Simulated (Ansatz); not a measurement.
# From the elastic tensor of GaSb to moduli and sound speeds

Theory: Ansatz 0.2.0, DFT PBE, scalar-relativistic, plane waves, PAW. Cutoff 420 eV, 12×12×12 k-points (Γ-centred), Fermi-Dirac smearing of 0.15 eV. No spin polarisation.

Symmetry: F-43m, No. 216, cubic system. Conventional cell: a = 6.216 Å, b = 6.216 Å, c = 6.216 Å, α = 90.00°, β = 90.00°, γ = 90.00°. Ga (site symmetry -43m) is surrounded by 4 Sb at 2.69 Å. Around Sb (site symmetry -43m) lie 4 Ga at 2.69 Å.

In a metal, frequencies and elastic constants depend on the k mesh and the smearing, soft modes and shear constants most.

Relaxed-ion constants (GPa, on the Cartesian axes of the calculation):
C11 = 71.4, C12 = 30.8, C13 = 30.8, C22 = 71.4, C23 = 30.8, C33 = 71.4, C44 = 34.8, C55 = 34.8, C66 = 34.8 GPa; the others vanish.

Density 5.296 g/cm³; 2 atoms in 60.03 Å³.

The values that follow are for a polycrystal of randomly turned grains, by Hill's mean where one number stands.

| Property | Result |
| --- | --- |
| Bulk modulus, Voigt / Reuss / Hill | 44.3 / 44.3 / 44.3 GPa |
| Shear modulus, Voigt / Reuss / Hill | 29.0 / 27.1 / 28.0 GPa |
| Young's modulus | 69 GPa |
| Poisson ratio | 0.239 |
| Pugh ratio B/G | 1.58 (under 1.75, the rule of thumb for brittle) |
| Universal anisotropy index | 0.36 |
| Longitudinal and transverse sound speeds | 3928 and 2301 m/s |
| Debye temperature from the mean sound speed | 244 K |

The bands only touch here, so at this level the crystal is a zero-gap semiconductor or semimetal, not an ordinary metal; spin–orbit coupling, left out, can open or move such a gap.

Cost: 1 run of about 9 core-minutes, on Arm Neoverse V1 (shared hosts).

The elastic constants describe a fairly soft, covalently bonded tetrahedral network. C44 (34.8 GPa) exceeds C12 (30.8 GPa), a departure from the Cauchy relation that points to directional, angle-dependent forces. The anisotropy has the same origin: the tetragonal shear, governed by C11 − C12, is resisted mainly by bond bending, whereas the shear measured by C44 also stretches bonds, even after the sublattices relax. The crystal is therefore stiffest along the ⟨111⟩ bond directions.

The lattice is larger and the constants are lower than experiment gives, as expected from PBE's underbinding of heavier III–V compounds. The touching bands also conflict with the well-established direct gap of GaSb. PBE places the antibonding, s-like conduction minimum too low relative to the p-like valence top, and the expanded lattice lowers it further. Spin-orbit coupling would not be expected to restore the gap, since it pushes the valence top upward. The Pugh ratio agrees with the known brittleness of GaSb but does not determine its fracture toughness or cleavage plane.
